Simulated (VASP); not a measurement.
# Fe (P6_3/mmc) in VASP: further runs

Aim: see how the results for Fe move with the level of theory and the settings. Levels: PBEsol+D3+U, LDA. Tasks: band structure, phonons.

Program: VASP 6.6.1. These are calculated values, not measurements. Logs are shortened: lines on timing, memory, paths and dates and some standing lists are left out, and cuts for length are marked.

### Step 1. The crystal as given

Symmetry: P6_3/mmc, No. 194, hexagonal system. Conventional cell: a = 2.434 Å, b = 2.434 Å, c = 3.842 Å, α = 90.00°, β = 90.00°, γ = 120.00°. Fe (site symmetry -6m2) has 12 Fe at 2.38 to 2.43 Å as nearest neighbours.

This isn't the form of Fe at room conditions, which is bcc.

### Step 2. Band structure, PBEsol+D3+U, collinear spin, ferromagnetic start

Input file Fe.cif:

```cif
data_Fe
_cell_length_a 2.43415759
_cell_length_b 2.43415759
_cell_length_c 3.84193447
_cell_angle_alpha 90.00000000
_cell_angle_beta 90.00000000
_cell_angle_gamma 120.00000000
_space_group_name_H-M_alt 'P6_3/mmc'
_space_group_name_Hall '-P 6c 2c'
_space_group_IT_number 194
loop_
_space_group_symop_operation_xyz
'x,y,z'
'-x,-y,-z'
'x-y,x,z+1/2'
'-x+y,-x,-z+1/2'
'-y,x-y,z'
'y,-x+y,-z'
'-x,-y,z+1/2'
'x,y,-z+1/2'
'-x+y,-x,z'
'x-y,x,-z'
'y,-x+y,z+1/2'
'-y,x-y,-z+1/2'
'-y,-x,-z+1/2'
'y,x,z+1/2'
'-x,-x+y,-z'
'x,x-y,z'
'-x+y,y,-z+1/2'
'x-y,-y,z+1/2'
'y,x,-z'
'-y,-x,z'
'x,x-y,-z+1/2'
'-x,-x+y,z+1/2'
'x-y,-y,-z'
'-x+y,y,z'
loop_
_atom_site_label
_atom_site_type_symbol
_atom_site_symmetry_multiplicity
_atom_site_Wyckoff_symbol
_atom_site_fract_x
_atom_site_fract_y
_atom_site_fract_z
_atom_site_occupancy
Fe1 Fe 2 c 0.6666666667 0.3333333333 0.7500000000 1
```

Input file POSCAR:

```
Fe
 1.0000000000000000
     2.4341575899999999    0.0000000000000000    0.0000000000000000
    -1.2170787949999995    2.1080423097547061    0.0000000000000000
     0.0000000000000000    0.0000000000000000    3.8419344700000000
 Fe 
   2
Cartesian
  1.2170787951217079  0.7026807698479672  2.8814508525000000
 -0.0000000001217076  1.4053615399067390  0.9604836175000000
```

Input file INCAR.step1:

```
SYSTEM = Fe
ALGO = Normal
EDIFF = 1E-6
ENCUT = 500
GGA = PS
ISIF = 2
ISMEAR = 1
ISPIN = 2
IVDW = 11
LASPH = .TRUE.
LCHARG = .TRUE.
LDAU = .TRUE.
LDAUJ = 0.5
LDAUL = 2
LDAUPRINT = 1
LDAUTYPE = 1
LDAUU = 2
LMAXMIX = 4
LORBIT = 11
LREAL = .FALSE.
LWAVE = .FALSE.
MAGMOM = 3 3
NELM = 150
PREC = Accurate
SIGMA = 0.2
```

Input file KPOINTS.step1:

```
k-points
0
G
  12 12 7
  0 0 0
```

Input file INCAR.step2:

```
SYSTEM = Fe
ALGO = Normal
EDIFF = 1E-6
ENCUT = 500
GGA = PS
ICHARG = 11
ISIF = 2
ISMEAR = 0
ISPIN = 2
IVDW = 11
LASPH = .TRUE.
LCHARG = .FALSE.
LDAU = .TRUE.
LDAUJ = 0.5
LDAUL = 2
LDAUPRINT = 1
LDAUTYPE = 1
LDAUU = 2
LMAXMIX = 4
LORBIT = 11
LREAL = .FALSE.
LWAVE = .FALSE.
MAGMOM = 3 3
NELM = 150
PREC = Accurate
SIGMA = 0.05
```

Input file KPOINTS.step2:

```
path GMKGALHA,LM,KH
10
line-mode
reciprocal
 0.0000000000  0.0000000000  0.0000000000  G
 0.5000000000  0.0000000000  0.0000000000  M

 0.5000000000  0.0000000000  0.0000000000  M
 0.3333333333  0.3333333333  0.0000000000  K

 0.3333333333  0.3333333333  0.0000000000  K
 0.0000000000  0.0000000000  0.0000000000  G

 0.0000000000  0.0000000000  0.0000000000  G
 0.0000000000  0.0000000000  0.5000000000  A

 0.0000000000  0.0000000000  0.5000000000  A
 0.5000000000  0.0000000000  0.5000000000  L

 0.5000000000  0.0000000000  0.5000000000  L
 0.3333333333  0.3333333333  0.5000000000  H

 0.3333333333  0.3333333333  0.5000000000  H
 0.0000000000  0.0000000000  0.5000000000  A

 0.5000000000  0.0000000000  0.5000000000  L
 0.5000000000  0.0000000000  0.0000000000  M

 0.3333333333  0.3333333333  0.0000000000  K
 0.3333333333  0.3333333333  0.5000000000  H
```

Potentials or basis: VASP PAW PBE potentials, release 64 (Fe).

Started as:

```
$ ase convert -i cif -o vasp Fe.cif POSCAR
$ cat potpaw_PBE.64/Fe/POTCAR > POTCAR
$ cp INCAR.step1 INCAR
$ cp KPOINTS.step1 KPOINTS
$ mpirun -np 1 vasp_std > vasp.out
$ cp INCAR.step2 INCAR
$ cp KPOINTS.step2 KPOINTS
$ mpirun -np 1 vasp_std > vasp.out
```

OUTCAR:

```text
SYSTEM = Fe
   EDIFF = 1E-6
   ENCUT = 500
   GGA = PS
   ICHARG = 11
   ISIF = 2
   ISMEAR = 0
   ISPIN = 2
   IVDW = 11
   LASPH = .TRUE.
   LORBIT = 11
   LREAL = .FALSE.
   NELM = 150
   PREC = Accurate
 IVDW          = 11

 ion  position               nearest neighbor table
   1  0.667  0.333  0.750-   2 2.38   2 2.38   2 2.38   2 2.38   2 2.38   2 2.38
   2  0.333  0.667  0.250-   1 2.38   1 2.38   1 2.38   1 2.38   1 2.38   1 2.38

  LATTYP: Found a hexagonal cell.
 ALAT       =     2.4341575900
 C/A-ratio  =     1.5783425386

  Lattice vectors:

 A1 = (   2.4341575900,   0.0000000000,   0.0000000000)
 A2 = (  -1.2170787950,   2.1080423098,   0.0000000000)
 A3 = (   0.0000000000,   0.0000000000,   3.8419344700)

Analysis of symmetry for initial positions (statically):
=====================================================================
 Subroutine PRICEL returns:
 Original cell was already a primitive cell.

 Routine SETGRP: Setting up the symmetry group for a
 hexagonal supercell.

 Subroutine GETGRP returns: Found 24 space group operations
 (whereof 12 operations were pure point group operations)
 out of a pool of 24 trial point group operations.

The static configuration has the point symmetry D_3d.
 The point group associated with its full space group is D_6h.

Analysis of symmetry for dynamics (positions and initial velocities):
=====================================================================
 Subroutine PRICEL returns:
 Original cell was already a primitive cell.

 Routine SETGRP: Setting up the symmetry group for a
 hexagonal supercell.

 Subroutine GETGRP returns: Found 24 space group operations
 (whereof 12 operations were pure point group operations)
 out of a pool of 24 trial point group operations.

The dynamic configuration has the point symmetry D_3d.
 The point group associated with its full space group is D_6h.

Analysis of structural, dynamic, and magnetic symmetry:
=====================================================================
 Subroutine PRICEL returns:
 Original cell was already a primitive cell.

 Routine SETGRP: Setting up the symmetry group for a
 hexagonal supercell.

 Subroutine GETGRP returns: Found 24 space group operations
 (whereof 12 operations were pure point group operations)
 out of a pool of 24 trial point group operations.

The overall configuration has the point symmetry D_3d.
 The point group associated with its full space group is D_6h.

 Subroutine INISYM returns: Found 24 space group operations
 (whereof 12 operations are pure point group operations),
 and found     1 'primitive' translations

----------------------------------------------------------------------------------------

                                     Primitive cell

  volume of cell :      19.7141

  direct lattice vectors                    reciprocal lattice vectors
     2.434157590  0.000000000  0.000000000     0.410819745  0.237186890  0.000000000
    -1.217078795  2.108042310  0.000000000     0.000000000  0.474373781  0.000000000
     0.000000000  0.000000000  3.841934470     0.000000000  0.000000000  0.260285543

  length of vectors
     2.434157590  2.434157590  3.841934470     0.474373781  0.474373781  0.260285543

  position of ions in fractional coordinates (direct lattice)
     0.666666667  0.333333333  0.750000000
     0.333333333  0.666666667  0.250000000

  ion indices of the primitive-cell ions
   primitive index   ion index
                 1           1
                 2           2
[... 131 lines left out ...]
  o =  0.3803  v =  0.0000  0.0000  0.0000  0.0000  0.0000 -0.9702  0.0000 -0.0000 -0.0000 -0.2425      0.0000  0.0000  0.0000  0.0000  0.0000  0.0000  0.0000  0.0000  0.0000  0.0000
  o =  0.3803  v =  0.0000  0.0000  0.0000  0.0000  0.0000 -0.2425 -0.0000  0.0000  0.0000  0.9702      0.0000  0.0000  0.0000  0.0000  0.0000  0.0000  0.0000  0.0000  0.0000  0.0000
  o =  0.4914  v =  0.0000  0.0000  0.0000  0.0000  0.0000  0.0000  0.0000 -1.0000  0.0000  0.0000      0.0000  0.0000  0.0000  0.0000  0.0000  0.0000  0.0000  0.0000  0.0000  0.0000
  o =  0.8880  v = -0.0000  0.0000 -1.0000  0.0000  0.0000  0.0000  0.0000  0.0000  0.0000  0.0000      0.0000  0.0000  0.0000  0.0000  0.0000  0.0000  0.0000  0.0000  0.0000  0.0000
  o =  0.8997  v =  0.3639  0.0000 -0.0000  0.0000 -0.9315  0.0000  0.0000  0.0000  0.0000  0.0000      0.0000  0.0000  0.0000  0.0000  0.0000  0.0000  0.0000  0.0000  0.0000  0.0000
  o =  0.8997  v =  0.9315 -0.0000 -0.0000 -0.0000  0.3639  0.0000  0.0000  0.0000  0.0000  0.0000      0.0000  0.0000  0.0000  0.0000  0.0000  0.0000  0.0000  0.0000  0.0000  0.0000
  o =  0.9083  v = -0.0000 -0.9144 -0.0000  0.4049 -0.0000  0.0000  0.0000  0.0000  0.0000  0.0000      0.0000  0.0000  0.0000  0.0000  0.0000  0.0000  0.0000  0.0000  0.0000  0.0000
  o =  0.9083  v =  0.0000 -0.4049 -0.0000 -0.9144 -0.0000  0.0000  0.0000  0.0000  0.0000  0.0000      0.0000  0.0000  0.0000  0.0000  0.0000  0.0000  0.0000  0.0000  0.0000  0.0000

atom =   2  type =  1  l = 2

 onsite density matrix

spin component  1

  0.8997  0.0000 -0.0000 -0.0000  0.0000
  0.0000  0.9083 -0.0000  0.0000  0.0000
 -0.0000 -0.0000  0.8880  0.0000 -0.0000
 -0.0000  0.0000  0.0000  0.9083 -0.0000
  0.0000  0.0000 -0.0000 -0.0000  0.8997

spin component  2

  0.3803 -0.0000 -0.0000  0.0000 -0.0000
 -0.0000  0.3489  0.0000  0.0000  0.0000
 -0.0000  0.0000  0.4914 -0.0000 -0.0000
  0.0000  0.0000 -0.0000  0.3489  0.0000
 -0.0000  0.0000 -0.0000  0.0000  0.3803

 occupancies and eigenvectors

  o =  0.3489  v =  0.0000  0.0000  0.0000  0.0000  0.0000 -0.0000 -0.9924 -0.0000  0.1233 -0.0000      0.0000  0.0000  0.0000  0.0000  0.0000  0.0000  0.0000  0.0000  0.0000  0.0000
  o =  0.3489  v =  0.0000  0.0000  0.0000  0.0000  0.0000  0.0000 -0.1233 -0.0000 -0.9924  0.0000      0.0000  0.0000  0.0000  0.0000  0.0000  0.0000  0.0000  0.0000  0.0000  0.0000
  o =  0.3803  v =  0.0000  0.0000  0.0000  0.0000  0.0000  0.1806 -0.0000  0.0000  0.0000  0.9836      0.0000  0.0000  0.0000  0.0000  0.0000  0.0000  0.0000  0.0000  0.0000  0.0000
  o =  0.3803  v =  0.0000  0.0000  0.0000  0.0000  0.0000 -0.9836 -0.0000 -0.0000 -0.0000  0.1806      0.0000  0.0000  0.0000  0.0000  0.0000  0.0000  0.0000  0.0000  0.0000  0.0000
  o =  0.4914  v =  0.0000  0.0000  0.0000  0.0000  0.0000  0.0000  0.0000 -1.0000  0.0000  0.0000      0.0000  0.0000  0.0000  0.0000  0.0000  0.0000  0.0000  0.0000  0.0000  0.0000
  o =  0.8880  v = -0.0000 -0.0000 -1.0000  0.0000 -0.0000  0.0000  0.0000  0.0000  0.0000  0.0000      0.0000  0.0000  0.0000  0.0000  0.0000  0.0000  0.0000  0.0000  0.0000  0.0000
  o =  0.8997  v =  0.1304  0.0000  0.0000 -0.0000 -0.9915  0.0000  0.0000  0.0000  0.0000  0.0000      0.0000  0.0000  0.0000  0.0000  0.0000  0.0000  0.0000  0.0000  0.0000  0.0000
  o =  0.8997  v =  0.9915 -0.0000 -0.0000  0.0000  0.1304  0.0000  0.0000  0.0000  0.0000  0.0000      0.0000  0.0000  0.0000  0.0000  0.0000  0.0000  0.0000  0.0000  0.0000  0.0000
  o =  0.9083  v = -0.0000 -0.2124  0.0000  0.9772 -0.0000  0.0000  0.0000  0.0000  0.0000  0.0000      0.0000  0.0000  0.0000  0.0000  0.0000  0.0000  0.0000  0.0000  0.0000  0.0000
  o =  0.9083  v =  0.0000 -0.9772  0.0000 -0.2124 -0.0000  0.0000  0.0000  0.0000  0.0000  0.0000      0.0000  0.0000  0.0000  0.0000  0.0000  0.0000  0.0000  0.0000  0.0000  0.0000

 number of electron      15.9999998 magnetization       5.0218158

 Free energy of the ion-electron system (eV)
  ---------------------------------------------------
  ext. energy  EPLUGINS =         0.00000000
  ---------------------------------------------------
  free energy    TOTEN  =       -14.56420142 eV

  energy without entropy =      -14.56134487  energy(sigma->0) =      -14.56277314

 E-fermi :   7.3047     XC(G=0): -14.0587

 val. band max:        7.3006645237   @ k =   0.4444   0.1111   0.0000
 cond. band min:       7.3091597909   @ k =   0.0000   0.0000   0.3889
 fundamental gap:      0.0084952672
 Fermi energy:         7.3046879791

 spin component 1

 k-point     1 :       0.0000    0.0000    0.0000
  band No.  band energies     occupation
      1      -2.1997      1.00000
      2       1.2031      1.00000
      3       4.1127      1.00000
      4       4.1127      1.00000
      5       4.5282      1.00000
      6       4.5881      1.00000
      7       4.5881      1.00000
      8       4.9320      1.00000
      9       4.9320      1.00000
     10       6.5573      1.00000
     11       6.5573      1.00000
     12       7.5465      0.00000
[... 841 lines left out ...]
      4       4.9140      1.00000
      5       6.8565      1.00000
      6       7.5372      0.00000
      7       7.6191      0.00000
      8       8.9163      0.00000
      9       9.9410      0.00000
     10      10.4786      0.00000
     11      10.8102      0.00000
     12      17.6452      0.00000
     13      18.0304      0.00000
     14      19.2827      0.00000
     15      20.5569      0.00000

 [... further k-points ...]

------------------------ aborting loop because EDIFF is reached ----------------------------------------

 Edisp (eV)   -0.58523

 E8    (eV) :    -0.3819

  FORCE on cell =-STRESS in cart. coord.  units (eV):
  Direction    XX          YY          ZZ          XY          YZ          ZX
  --------------------------------------------------------------------------------------
  -------------------------------------------------------------------------------------
  Total       9.84951     9.84951    13.35165     0.00000     0.00000     0.00000
  in kB     800.47388   800.47388  1085.09414     0.00000     0.00000     0.00000
  external pressure =      895.35 kB  Pullay stress =        0.00 kB

 VOLUME and BASIS-vectors are now :
 -----------------------------------------------------------------------------
  energy-cutoff  :      500.00
  volume of cell :       19.71
      direct lattice vectors                 reciprocal lattice vectors
     2.434157590  0.000000000  0.000000000     0.410819745  0.237186890  0.000000000
    -1.217078795  2.108042310  0.000000000     0.000000000  0.474373781  0.000000000
     0.000000000  0.000000000  3.841934470     0.000000000  0.000000000  0.260285543

 POSITION                                       TOTAL-FORCE (eV/Angst)
 -----------------------------------------------------------------------------------
      1.21708      0.70268      2.88145        -0.000000     -0.000000      0.000000
     -0.00000      1.40536      0.96048         0.000000      0.000000      0.000000
 -----------------------------------------------------------------------------------
    total drift:                                0.000000      0.000000     -0.000000

  FREE ENERGIE OF THE ION-ELECTRON SYSTEM (eV)
  ---------------------------------------------------
  free  energy   TOTEN  =       -15.1494315286 eV

  energy  without entropy=      -15.1465749788  energy(sigma->0) =      -15.14800325

 total charge

# of ion       s       p       d       tot
------------------------------------------
    1        0.566   0.588   6.507   7.662
    2        0.566   0.588   6.507   7.662
--------------------------------------------------
tot          1.132   1.177  13.014  15.323

 magnetization (x)

# of ion       s       p       d       tot
------------------------------------------
    1       -0.024  -0.027   2.592   2.541
    2       -0.024  -0.027   2.592   2.541
--------------------------------------------------
tot         -0.047  -0.055   5.183   5.082
```

Run time: 88 s. Hardware: 1 thread of Intel Xeon Platinum 8259CL at 2.50GHz (Skylake/Cascade Lake), shared host; peak memory 0.17 GiB.

What came out:

| Property | Result |
| --- | --- |
| Band gap along the path | none (metal or under the smearing width) |
| Net moment | 5.02 μB per cell |
| Dispersion energy per atom | -0.293 eV |

Caveat: the log is that of the step along the path at fixed density, whose energy, stress, charges and moments have no meaning; the PAW data sets were made with another functional, which shifts forces and pressure a little; pairwise dispersion overbinds metals, which lowers pressure and volume; the U is typed as a test and isn't derived for this compound. The state reached can hang on the start; a lower one may exist.

[end of part 1 of 2]
